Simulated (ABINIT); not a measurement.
The system is Ta.

```
Ta
1.0
    -1.65128    1.65128    1.65128
     1.65128   -1.65128    1.65128
     1.65128    1.65128   -1.65128
Ta
1
Direct
  0.00000 0.00000 0.00000
```

Base run:

```yaml
Program: ABINIT 10.8.3 (patched build)
Functional: RPBE
Potentials_or_basis: JTH PAW PBE v2.0
Cutoff: 626 eV
k_mesh: 11 × 11 × 11
Occupations: fermi-dirac, width 0.05 eV
Spin: no spin polarisation
```

Its results: band gap on the k mesh none (metal or under the smearing width); pressure 5.5 GPa.

**Question.** The run is repeated on the same cell with these changes: functional from RPBE to WC. What comes out?

**Answer.** Band gap on the k mesh none (metal or under the smearing width); pressure -3.7 GPa.

WC binds more tightly than RPBE, so the same cell stands under less pressure.

Caveats: the PAW data sets were made with another functional, which shifts forces and pressure a little; spin-orbit coupling is left out, which moves the levels of the heavy elements.
